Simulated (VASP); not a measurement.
# Au in VASP: single point with LDA

Aim: the single point of Au with LDA.

Everything below comes from runs of VASP 6.6.1. Logs are shortened: lines on timing, memory, paths and dates and some standing lists are left out, and cuts for length are marked.

**1. The cell of the first run**

The cell holds a slab with vacuum, 7 atoms: a = 2.863 Å, b = 2.863 Å, c = 27.145 Å, α = 90.00°, β = 90.00°, γ = 90.00°.

The slab is cut from a database's or a generator's crystal, which needn't be the stable form of the element.

**2. Single point, LDA ((1 0 0) slab cut from the bulk)**

Input file INCAR:

```
PREC = Accurate ; ENCUT = 520
EDIFF = 1E-7 ; ISMEAR = 0
SIGMA = 0.1 ; LREAL = False
LASPH = True ; NELM = 100
ALGO = Fast ; ISIF = 2
LWAVE = False ; LCHARG = False
LDIPOL = True ; IDIPOL = 3
DIPOL = 0.5 0.5 0.500 ; NBANDS = 48
```

Input file KPOINTS:

```
regular mesh
0
Gamma
  12 12 1
```

Input file POSCAR:

```
Au
1.0
    2.8625650284      0.0000000000      0.0000000000
    0.0000000000      2.8625650284      0.0000000000
    0.0000000000      0.0000000000     27.1448348590
Au
7
Direct
    0.5000000000      0.5000000000      0.2762956577
    0.0000000000      0.0000000000      0.3508637718
    0.5000000000      0.5000000000      0.4254318859
    0.0000000000      0.0000000000      0.5000000000
    0.5000000000      0.5000000000      0.5745681141
    0.0000000000      0.0000000000      0.6491362282
    0.5000000000      0.5000000000      0.7237043423
```

Potentials or basis: VASP PAW LDA potentials, release 64 (Au).

Started as:

```
$ cat potpaw_LDA.64/Au/POTCAR > POTCAR
$ mpirun -np 1 vasp_std > vasp.out
```

OUTCAR:

```text
PREC = Accurate
   ENCUT = 520
   EDIFF = 1E-7
   ISMEAR = 0
   LREAL = False
   LASPH = True
   NELM = 100
   ISIF = 2

 ion  position               nearest neighbor table
   1  0.500  0.500  0.276-   2 2.86   2 2.86   2 2.86   2 2.86
   2  0.000  0.000  0.351-   3 2.86   3 2.86   3 2.86   3 2.86   1 2.86   1 2.86   1 2.86   1 2.86

   3  0.500  0.500  0.425-   2 2.86   2 2.86   2 2.86   2 2.86   4 2.86   4 2.86   4 2.86   4 2.86

   4  0.000  0.000  0.500-   3 2.86   5 2.86   3 2.86   5 2.86   3 2.86   5 2.86   3 2.86   5 2.86

   5  0.500  0.500  0.575-   6 2.86   6 2.86   6 2.86   6 2.86   4 2.86   4 2.86   4 2.86   4 2.86

   6  0.000  0.000  0.649-   5 2.86   5 2.86   5 2.86   5 2.86   7 2.86   7 2.86   7 2.86   7 2.86

   7  0.500  0.500  0.724-   6 2.86   6 2.86   6 2.86   6 2.86

  LATTYP: Found a simple tetragonal cell.
 ALAT       =     2.8625650284
 C/A-ratio  =     9.4826963195

  Lattice vectors:

 A1 = (   2.8625650284,   0.0000000000,   0.0000000000)
 A2 = (   0.0000000000,   2.8625650284,   0.0000000000)
 A3 = (   0.0000000000,   0.0000000000,  27.1448348590)

Analysis of symmetry for initial positions (statically):
=====================================================================
 Subroutine PRICEL returns:
 Original cell was already a primitive cell.

 Routine SETGRP: Setting up the symmetry group for a
 simple tetragonal supercell.

 Subroutine GETGRP returns: Found 16 space group operations
 (whereof 16 operations were pure point group operations)
 out of a pool of 16 trial point group operations.

The static configuration has the point symmetry D_4h.

Analysis of symmetry for dynamics (positions and initial velocities):
=====================================================================
 Subroutine PRICEL returns:
 Original cell was already a primitive cell.

 Routine SETGRP: Setting up the symmetry group for a
 simple tetragonal supercell.

 Subroutine GETGRP returns: Found 16 space group operations
 (whereof 16 operations were pure point group operations)
 out of a pool of 16 trial point group operations.

The dynamic configuration has the point symmetry D_4h.

 Subroutine INISYM returns: Found 16 space group operations
 (whereof 16 operations are pure point group operations),
 and found     1 'primitive' translations

----------------------------------------------------------------------------------------

                                     Primitive cell

  volume of cell :     222.4323

  direct lattice vectors                    reciprocal lattice vectors
     2.862565028  0.000000000  0.000000000     0.349337042  0.000000000  0.000000000
[... 115 lines left out ...]
     AMIX     =   0.40;   BMIX     =  1.00
     AMIX_MAG =   1.60;   BMIX_MAG =  1.00
  volume/ion in A,a.u.               =      31.78       214.44
  Fermi-wavevector in a.u.,A,eV,Ry     =   1.149491  2.172224 17.977796  1.321331
  Thomas-Fermi vector in A             =   2.286161
   LORBIT       =      0    0 simple, 1 ext, 2 COOP (PROOUT), +10 PAW based schemes
   GGA     = CA    functional components
   LHFCALC =     F    Hartree Fock is set to
   AEXX    =    0.0000 exact exchange contribution
   IVDW    =     0    specifies the selected vdW correction
   LEPSILON=     F    determine dielectric tensor
   LRPA    =     F    only Hartree local field effects (RPA)
 non-spin polarized calculation
 RMM-DIIS sequential band-by-band and
 Gauss-broadening in eV      SIGMA  =   0.10
  energy-cutoff  :      520.00
  volume of cell :      222.43
 maximum number of plane-waves:      6048
 NGX is ok and might be reduce to    24
   NGX = 11   NGY = 11   NGZ =101

 dipolmoment           0.000000      0.000000     -0.000000 electrons x Angstroem

 number of electron      77.0000011 magnetization

 dipolmoment           0.000000      0.000000      0.000000 electrons x Angstroem

 Free energy of the ion-electron system (eV)
  ---------------------------------------------------
  ext. energy  EPLUGINS =         0.00000000
  ---------------------------------------------------
  free energy    TOTEN  =       -29.72082894 eV

  energy without entropy =      -29.70661570  energy(sigma->0) =      -29.71372232

 E-fermi :   2.4550     XC(G=0):  -7.5400

 val. band max:        2.4473036605   @ k =   0.4167   0.3333   0.0000
 cond. band min:       2.4656184207   @ k =   0.5000   0.0833   0.0000
 fundamental gap:      0.0183147602
 Fermi energy:         2.4550497036

 k-point     1 :       0.0000    0.0000    0.0000
  band No.  band energies     occupation
      1      -7.5159      2.00000
      2      -6.8426      2.00000
      3      -5.8802      2.00000
      4      -4.9492      2.00000
      5      -4.8204      2.00000
      6      -4.4784      2.00000
[... 1213 lines left out ...]
     47       9.2253      0.00000
     48      10.1171      0.00000

 [... further k-points ...]

------------------------ aborting loop because EDIFF is reached ----------------------------------------

 vacuum level on the upper side and lower side of the slab       (xc-potential included)        -0.008        -0.008

  FORCE on cell =-STRESS in cart. coord.  units (eV):
  Direction    XX          YY          ZZ          XY          YZ          ZX
  --------------------------------------------------------------------------------------
  -------------------------------------------------------------------------------------
  Total       -3.3885855     -3.3885855     -0.6883723      0.0000000      0.0000000      0.0000000
  in kB      -24.4079384    -24.4079384     -4.9583372      0.0000000      0.0000000      0.0000000
  external PRESSURE =     -17.9247380 kB  Pullay stress =       0.0000000 kB

 VOLUME and BASIS-vectors are now :
 -----------------------------------------------------------------------------
  energy-cutoff  :      520.00
  volume of cell :      222.43
      direct lattice vectors                 reciprocal lattice vectors
     2.862565028  0.000000000  0.000000000     0.349337042  0.000000000  0.000000000
     0.000000000  2.862565028  0.000000000     0.000000000  0.349337042  0.000000000
     0.000000000  0.000000000 27.144834859     0.000000000  0.000000000  0.036839421

 POSITION                                       TOTAL-FORCE (eV/Angst)
 -----------------------------------------------------------------------------------
      1.43128      1.43128      7.50000         0.000000     -0.000000      0.148304
      0.00000      0.00000      9.52414        -0.000000      0.000000     -0.146651
      1.43128      1.43128     11.54828        -0.000000     -0.000000     -0.001703
      0.00000      0.00000     13.57242        -0.000000      0.000000      0.000000
      1.43128      1.43128     15.59656         0.000000      0.000000      0.001703
      0.00000      0.00000     17.62070        -0.000000      0.000000      0.146651
      1.43128      1.43128     19.64483         0.000000     -0.000000     -0.148304
 -----------------------------------------------------------------------------------
    total drift:                                0.000000     -0.000000      0.000000

  FREE ENERGIE OF THE ION-ELECTRON SYSTEM (eV)
  ---------------------------------------------------
  free  energy   TOTEN  =       -29.7208289433 eV

  energy  without entropy=      -29.7066157018  energy(sigma->0) =      -29.71372232

 vacuum level on the upper side and lower side of the slab         7.877         7.877
```

OSZICAR:

```text
N       E                     dE             d eps       ncg     rms          rms(c)
DAV:   1     0.526568239023E+03    0.52657E+03   -0.37093E+04  2688   0.144E+03
DAV:   2    -0.122148025619E+02   -0.53878E+03   -0.50294E+03  3064   0.310E+02
DAV:   3    -0.316359427348E+02   -0.19421E+02   -0.18833E+02  3088   0.561E+01
[... 13 lines left out ...]
RMM:  17    -0.297208200653E+02    0.11555E-05   -0.80738E-07  2745   0.429E-03    0.167E-03
RMM:  18    -0.297208261047E+02   -0.60393E-05   -0.93979E-07  2335   0.252E-03    0.241E-03
RMM:  19    -0.297208284095E+02   -0.23048E-05   -0.78186E-07  2707   0.300E-03    0.975E-04
RMM:  20    -0.297208290242E+02   -0.61473E-06   -0.39138E-07  2130   0.186E-03    0.126E-03
RMM:  21    -0.297208289133E+02    0.11096E-06   -0.10515E-07  1843   0.122E-03    0.388E-04
RMM:  22    -0.297208289433E+02   -0.30054E-07   -0.37972E-08  1703   0.887E-04
   1 F= -.29720829E+02 E0= -.29713722E+02  d E =-.142132E-01
```

stdout:

```text
POSCAR found type information on POSCAR Au
 POSCAR found :  1 types and       7 ions
 scaLAPACK will be used
 LDA part: xc-table for (Slater(with rela. corr.)+CA(PZ))
 , standard interpolation
 POSCAR, INCAR and KPOINTS ok, starting setup
 FFT: planning ... GRIDC
 FFT: planning ... GRID_SOFT
 FFT: planning ... GRID
 WAVECAR not read
 entering main loop
```

It took 8.4 min on 1 thread of AMD EPYC 7R13 (Zen 3), shared host; peak memory 0.35 GiB.

Results:

| Item | Value |
| --- | --- |
| Free energy | -29.7208 eV |
| Largest force | 0.148 eV/Å |
| Band gap on the k mesh | none (metal or under the smearing width) |

Forces on the atoms (eV/Å):
```
Au   0.000  0.000  0.148
Au   0.000  0.000 -0.147
Au   0.000  0.000 -0.002
Au   0.000  0.000  0.000
Au   0.000  0.000  0.002
Au   0.000  0.000  0.147
Au   0.000  0.000 -0.148
```
